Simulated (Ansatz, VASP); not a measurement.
# Two plane-wave programs on Si

```
Si
1.0
     0.00000    2.72212    2.72212
     2.72212    0.00000    2.72212
     2.72212    2.72212    0.00000
Si
2
Direct
  0.00000 0.00000 0.00000
  0.25000 0.25000 0.25000
```

The cell was built by a generator and needn't be a form met in nature.

Alike in both runs: task single point; functional HSE06; k mesh 4 × 4 × 4; no spin polarisation.

```csv
,VASP,Ansatz
version,VASP 6.6.1,Ansatz 0.2.0
potentials or method,"VASP PAW PBE potentials, release 64 (Si)","plane waves, PAW"
plane-wave cutoff (eV),520,420
occupations,"gaussian, width 0.01 eV",fixed
valence electrons in the cell,8,8
```

|  | VASP | Ansatz | Ansatz less VASP |
| --- | --- | --- | --- |
| gap on the k mesh at the Fermi level (eV) | 1.34 | 1.33 | -0.013 |
| pressure (GPa) | 0.0 | 0.4 | +0.35 |

Ansatz warned: «stress_exchange_threshold_loose».

Caveats: the k mesh is coarse (spacing up to 0.50 Å⁻¹), so the values aren't converged, least of all with exact exchange; the PAW data sets were made with another functional, which shifts forces and pressure a little (VASP). A k mesh can miss the band edges.
